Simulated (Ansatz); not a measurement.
SiC: strain energy, fitted

SiC, F-43m, a = 4.380 Å. The compound has several low-lying forms, and this is one of them. Ansatz: PBE, PAW, 420 eV, Γ-centred 10×10×6 mesh on 4 atoms, Gaussian smearing 0.02 eV; no spin polarisation. Series: shear of c along a, cell held, atoms relaxed; x is the strain in per cent (engineering shear). The axes a, b, c are those of the computed cell (3.097, 3.097, 4.380 Å), along [1 1 0], [-1 1 0], [0 0 1] of the cell named above. y is the free energy over the unstrained cell, V0 = 10.501 Å³/atom. Symmetry makes y even in x.

```tsv
x (%)	y (meV/atom)
0.0	0.00
1.0	0.80
2.0	3.14
3.0	7.06
4.0	12.54
6.0	?
```

Problem. Fit y = c2 x² + c4 x⁴ to the other rows, turn c2 into a modulus, and predict the missing energy.

Solution. Least squares on the rows shown. y = 0.78595 x² − 0.00014051 x⁴. In eV per unit strain² c2 is 7.860; this is the shear stiffness (E = ½ C V0 γ²): 2 × 7.860 × 160.2 / (10.501) = 240 GPa. At x = 6.0 the fit asked for gives 28.11 meV/atom. The run gave 28.15 meV/atom, so the fit is 0.04 meV/atom too low, a small miss on the scale of the series. The form still works here, 50 % of the fitted range beyond its end.